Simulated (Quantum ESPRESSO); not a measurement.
The system is CdS (Hawleyite).

```
CELL_PARAMETERS angstrom
0.00000 2.91650 2.91650
2.91650 0.00000 2.91650
2.91650 2.91650 0.00000
ATOMIC_POSITIONS crystal
Cd 0.00000 0.00000 0.00000
S 0.75000 0.75000 0.75000
```

Program: Quantum ESPRESSO 7.5. Alike in all runs: task dielectric tensor; no spin polarisation; cell as given; k mesh 8 × 8 × 8, shifted; cutoff (eV) 612; smearing fermi-dirac 0.05 eV.

**Question.** Order these runs on this cell by their pressure, lowest first.
A. level LDA; potentials or basis GBRV 1.5 LDA; form of the LDA correlation PZ81
B. level BLYP; potentials or basis GBRV 1.5 PBE
C. level PBEsol; potentials or basis GBRV 1.5 PBEsol
D. level PBE; potentials or basis GBRV 1.5 PBE

**Answer.** A (-2.1 GPa), C (0.0 GPa), D (3.2 GPa), B (6.4 GPa).

Caveats: the cell is more than 3 GPa from zero pressure, which shifts response properties (some runs); the potentials were made for another functional, which shifts forces and pressure (some runs).
